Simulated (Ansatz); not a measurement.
# BN (R3m): band structure from a Python script

Does BN (R3m) have a gap, and where are its band edges? A script is to give a band structure; the system is BN (R3m).

Program: Ansatz 0.2.0, driven from Python. Level of theory: DFT r2SCAN, plane waves, PAW. These are calculated values, not measurements.

**1. The system**

It takes space group R3m (No. 160, trigonal). The conventional cell has a = 2.502 Å, b = 2.502 Å, c = 10.119 Å, α = 90.00°, β = 90.00°, γ = 120.00°. B (site symmetry 3m) is surrounded by 3 N at 1.44 Å. N (site symmetry 3m) has 3 B at 1.44 Å in its first shell of neighbours.

The script holds or builds the structure itself.

**2. The script**

Input file bands.py:

```python
"""Band structure of BN."""

from dataclasses import dataclass
from pathlib import Path

import ansatz
import matplotlib.pyplot as plt
import numpy as np
from pymatgen.core import Lattice, Structure
from pymatgen.io.ase import AseAtomsAdaptor


@dataclass(frozen=True)
class RunConfig:
    xc: str = "r2scan"
    cutoff: int = 550
    smearing: str = "fixed"
    n_empty: int = 8


settings = RunConfig()


def main() -> None:
    pmg_structure = Structure(
        Lattice([(1.25112178, 0.7223355, 3.3729344), (-1.25112178, 0.7223355, 3.3729344), (0.0, -1.444671, 3.3729344)]),
        ["B", "N"],
        [
            (0.9996712, 0.9996712, 0.9996712),
            (0.3327618, 0.3327618, 0.3327618),
        ],
    )
    xtal = ansatz.Crystal.from_ase(AseAtomsAdaptor.get_atoms(pmg_structure))

    # high-symmetry points in fractions of the reciprocal vectors
    path = [
        ("H_0", (-0.19724, 0.19724, -0.5)),
        ("L", (0.0, 0.0, -0.5)),
        ("G", (0.0, 0.0, 0.0)),
        ("S_0", (0.0, 0.34862, -0.34862)),
    ]
    setup = xtal.calculation()
    setup = setup.functional(settings.xc).pseudopotentials("paw")
    setup = setup.basis(settings.cutoff).kpoints(10)
    setup = setup.occupations(settings.smearing)
    setup = setup.band_structure([point for _, point in path], intervals=6).scf(extra_bands=settings.n_empty)
    setup = setup.density_of_states(energy_step=0.1, nscf_kmesh_spacing=0.14)
    setup = setup.band_table()
    setup = setup.density().potential()
    setup = setup.electron_localization_function().output_files(volumetric_format="npy")
    out = setup.run(threads=1)
    report = out.report

    energy = report["free_energy_ev"]
    print("F of the BN cell: {:.6f} eV = {:.6f} Ry = {:.6f} Ha".format(energy, energy / 13.605693, energy / 27.211386))
    print("Fermi level {:.4f} eV, {} k-points, {} symmetry operations".format(report["fermi_energy_ev"], report["n_kpoints"], report["n_symmetry_ops"]))

    dos = out.density_of_states()
    energy = np.asarray(dos.energies_ev) - dos.fermi_ev
    top = min(levels[-1] for levels in report["eigenvalues_ev"]) - dos.fermi_ev  # the computed bands end here
    fig, ax = plt.subplots(figsize=(5, 3.2))
    for spin, channel in enumerate(dos.channels):
        ax.plot(energy, (-1) ** spin * np.asarray(channel.g_bin_mean_per_ev), lw=1)
    ax.axvline(0, color="k", ls=":")
    ax.set(xlim=(-6, min(4, top)), xlabel="E - E_F (eV)", ylabel="states/eV", title="BN")
    fig.tight_layout()
    fig.savefig("dos.png", dpi=100)
    print("states below E_F:", round(float(np.interp(0.0, energy, dos.spin_summed_integrated)), 3))

    folder = Path(out.write_results("fields"))
    print("densities in e/A^3, potentials in eV, ELF without unit")
    for name in sorted(p.name for p in folder.glob("*.npy")):
        field = np.load(folder / name)
        print(f"{name:16s} {str(field.shape):16s} min {field.min():10.4f}  mean {field.mean():10.4f}  max {field.max():10.4f}")

    bands = out.band_structure()
    fermi = bands.fermi_energy_ev
    print(f"zero of the bands: {fermi:.3f} eV, the Fermi level found on the SCF mesh")
    for spin, channel in enumerate(bands.channels):
        print("channel", spin, "- computed levels within 6 eV of the Fermi level")
        for i, (label, _) in enumerate(path):
            levels = channel.eigenvalues_ev[i * 6] - fermi
            print(f"  {label:3s}", " ".join(f"{e:7.3f}" for e in levels if abs(e) < 6))


if __name__ == "__main__":
    main()
```

**3. Launch**

Run with:

```bash
python bands.py
```

What it wrote:

```text
F of the BN cell: -544.125529 eV = -39.992489 Ry = -19.996245 Ha
Fermi level 4.3371 eV, 116 k-points, 6 symmetry operations
states below E_F: 7.999
densities in e/A^3, potentials in eV, ELF without unit
elf.npy          (20, 30, 20)     min     0.0002  mean     0.3418  max     0.9289
rho.npy          (20, 30, 20)     min     0.0198  mean     0.4374  max     3.7740
v_es.npy         (20, 30, 20)     min   -69.7811  mean     1.3737  max    10.4849
v_tot.npy        (20, 30, 20)     min   -89.4656  mean    -9.1532  max     6.6123
zero of the bands: 4.337 eV, the Fermi level found on the SCF mesh
channel 0 - computed levels within 6 eV of the Fermi level
  H_0  -0.402   5.403
  L    -4.242  -0.633   5.876
  G    -4.335  -1.342  -1.342   5.499
  S_0  -0.142   5.240
```

Run time: 32 s. Hardware: 1 thread of Intel Xeon Platinum 8259CL at 2.50GHz (Skylake/Cascade Lake), shared host; peak memory 0.62 GiB.

**4. What the engine kept of the run**

From the engine's report, whether the script printed it or not:

```
                                                                  item       value
                                                     SCF cycles in all           7
                                                       k-points solved         116
                                                           plane waves         529
                                                                 bands          12
                                                     valence electrons           8
                                                      free energy (eV)  -544.12553
                                                      Fermi level (eV)       4.337
lowest empty less highest filled level on the mesh, by band count (eV)       4.768
```

**5. The bands that the run computed**

The run's results hold a band table, bands.tsv.

From bands.tsv, the levels nearest the gap at the path's corners, in eV from the valence-band top:

| point | band 1 | band 2 | band 3 | band 4 | band 5 | band 6 | band 7 | band 8 |
| --- | --- | --- | --- | --- | --- | --- | --- | --- |
| H0 | -14.97 | -8.23 | -7.19 | -0.39 | 5.42 | 13.07 | 14.94 | 16.98 |
| L | -15.52 | -9.30 | -4.23 | -0.62 | 5.89 | 10.59 | 13.75 | 15.77 |
| Γ | -18.79 | -4.32 | -1.33 | -1.33 | 5.51 | 12.49 | 12.49 | 14.33 |
| S0 | -14.91 | -8.19 | -7.39 | -0.13 | 5.25 | 13.01 | 14.66 | 17.41 |

Highest filled and lowest empty level along the path:

```
distance (1/Å)  highest filled (eV)  lowest empty (eV)
          0.00                -0.39               5.42
          0.66                -0.40               5.86
          1.48                -2.01               7.97
          2.47                -1.33               5.51
          3.64                -0.91               7.05
```

**6. Density of states**

From dos.tsv among the run's results, states per cell in windows of 2 eV from the Fermi level (on a coarse mesh the curve is spiky, and it ends where the bands solved end):

```
from  to  states
 -10  -8    0.85
  -8  -6    0.85
  -6  -4    1.67
  -4  -2    1.50
  -2   0    1.13
   0   2    0.00
   2   4    0.00
   4   6    0.59
   6   8    0.88
```

**7. Real-space pictures**

Axes a, b and c in the maps are those of this run's conventional cell (a, b, c = 2.502, 2.502, 10.119 Å).

Density in a lattice plane of the grid's cell (edges 2.50 and 10.12 Å, at 0.000 of the third edge), which holds B and N.

Values in e/Å³, 12 rows by 6 columns:
```
0.21 0.22 0.23 0.23 0.23 0.22
0.02 0.02 0.03 0.03 0.03 0.02
0.06 0.10 0.21 0.30 0.21 0.10
0.13 0.29 1.00 1.79 1.00 0.29
0.06 0.10 0.23 0.33 0.23 0.10
0.03 0.03 0.03 0.03 0.03 0.03
0.60 0.43 0.22 0.15 0.22 0.43
3.57 3.01 1.00 0.52 1.00 3.00
0.59 0.43 0.22 0.15 0.22 0.43
0.04 0.03 0.03 0.03 0.03 0.03
0.21 0.22 0.22 0.22 0.22 0.22
0.21 0.89 1.03 1.04 1.02 0.89
```
Columns run along the first of these edges and rows up along the second, over one cell in 6 and 12 even steps from the bottom left corner. Atoms in the plane (fractional): B at (0.00, 1.00), N at (0.00, 0.33).

ELF in the same plane.

Ten even steps from '0' (0.01) to '9' (0.93):
```
047674
223332
000000
000100
005750
018981
028982
016861
002320
000000
542024
886268
178387
488288
875157
320002
000000
223332
047674
048784
```
Columns run along the first of these edges and rows up along the second, over one cell in 6 and 20 even steps from the bottom left corner. Atoms in the plane (fractional): B at (0.00, 1.00), N at (0.00, 0.33).

Both are smooth fields of the valence electrons: close to the nuclei they are not physical.

The highest ELF values outside the cores: 0.93 on the B–N line, 0.7 Å from B.

**8. The command-line twin**

Run from a file, the same calculation prints its log.

Input file input.yaml:

```yaml
crystal:
  lattice:
    - [1.25112178, 0.7223355, 3.3729344]
    - [-1.25112178, 0.7223355, 3.3729344]
    - [0.0, -1.444671, 3.3729344]
  atoms:
    - { symbol: B, position: [0.9996712, 0.9996712, 0.9996712] }
    - { symbol: "N", position: [0.3327618, 0.3327618, 0.3327618] }
basis:
  ecutwfc: 550.0
kpoints:
  mp_grid: { grid: [10, 10, 10] }
  band_path:
    path:
      - [-0.19724, 0.19724, -0.5]
      - [0.0, 0.0, -0.5]
      - [0.0, 0.0, 0.0]
      - [0.0, 0.34862, -0.34862]
    npoints: 6
hamiltonian:
  xc: r2scan
  pseudopotentials: { kind: paw }
scf:
  n_extra_bands: 8
  occupations: { method: fixed }
output:
  write_density: true
  write_potential: true
  volumetric_format: npy
  elf: true
  dos: { de: 0.1, nscf_kmesh: { kspacing: 0.14 } }
  eigenvalues: true
```

Run with:

```bash
ansatz run input.yaml --threads 1 --pin off --max-ram 3072MiB --backend cpu --events-out ev --progress --plain --runs-dir out
```

What it wrote, shortened:

```text
Warning: RAYON_NUM_THREADS=1 ignored (pool sized by the plan → 1); use --threads N
[...]
scf.n_extra_bands = 8 over 4 filled bands (N_el = 8.0): the run solves 12 bands
[...]
Pseudopotentials: kind: paw
Pseudopotential: B, paw, valence charge 3, recommended cutoff 500 eV (meta_gga), B.paw.azcp
Pseudopotential: N, paw, valence charge 5, recommended cutoff 500 eV (meta_gga), N.paw.azcp
Functional definition: r2SCAN
[...]
Crystal: 2 atoms, lattice volume = 18.289 Å³
Basis set: ecut = 550 eV, 529 PW (Γ), FFT grids on a1−a2, a2, −a2+a3, exchange–correlation on 80×120×80 points (64 copies of the dense FFT grid, shifted against one another)
Bands: 12, of which v1, the nominal top of the filled ones, is band 4 counted from 1 (3 counted from 0)
Symmetry: 6 space group operations
Space group: R3m (ITA 160), of the structure as read, at distance tolerance 2.6e-5 Å
k-points: 116 of 1000 (time reversal used)
[...]
SCF iter   1: F=—  HF=-544.060058 eV  |F-HF|=—  |Δ(HF+E_count)|=         —  Δρ=8.52e-3  dr2=9.38e-3  dr2_τ=3.44e-1  ethr=1.77e-3  ⟨swp⟩=5.0  Hψ=7268  notcnv=0  defer=635
[...]
SCF iter   7: F=-544.125529 eV  HF=-544.125529 eV  |F-HF|=5.01e-10  |Δ(HF+E_count)|=   2.51e-8  Δρ=7.58e-6  dr2=6.83e-9  dr2_τ=1.52e-10  ethr=1.25e-9  ⟨swp⟩=7.8  Hψ=6592  notcnv=0
[...]
NSCF: frozen V_eff on 19 k-points
NSCF: frozen V_eff on 1024 k-points
SCF converged after 7 iterations
Free energy (F): -544.125529 eV
[...]
E sigma→0 (E₀):  -544.125529 eV
Fermi energy:    4.337067 eV
[...]
--- Band table (eV; the first three rows and the last of 116) ---
  k-point 0: bands = ["-14.4691", "0.0018", "2.9949", "2.9949", "9.8365", "16.8120", "16.8120", "18.6555", "19.9294", "31.6815", "33.6401", "34.4469"]
[...]
```

It took 26 s on 1 thread of Intel Xeon Platinum 8259CL at 2.50GHz (Skylake/Cascade Lake), shared host; peak memory 0.5 GiB.

Script and command line differ by 0.000 meV in the energy.

**9. Summary of results**

| quantity | value |
| --- | --- |
| free energy | -544.1255 eV (-272.0628 eV/atom) |
| gap on the path | 5.25 eV, indirect |
| valence top / conduction bottom | between H0 and L / at S0 |
| highest ELF outside the cores | 0.93, on the B–N line |

**Reading.** Along this path the gap is 5.25 eV and indirect, from the valence top between H0 and L to the conduction bottom at S0. The run's own mesh gives a smaller gap, 4.77 eV, so an edge lies off the path. Gaps at this rung are as a rule too small against experiment. The count of states below the Fermi level is interpolated on the energy grid. The Fermi level of a run with fixed occupations marks the highest occupied state on its mesh, not mid-gap. The zero of the levels is a convention of the potentials, so an absolute Fermi energy is no work function. The crystal has a gap of about 4.77 eV on the mesh; bins of finite width blur the band edges. The fields are valence quantities on the plane-wave grid; their values near the nuclei depend on the potentials. This cell is a computed structure, which may not be the phase found in nature. Gaps and levels are Kohn-Sham values on a finite set of k-points. The density of states is complete only as far up as bands were computed.
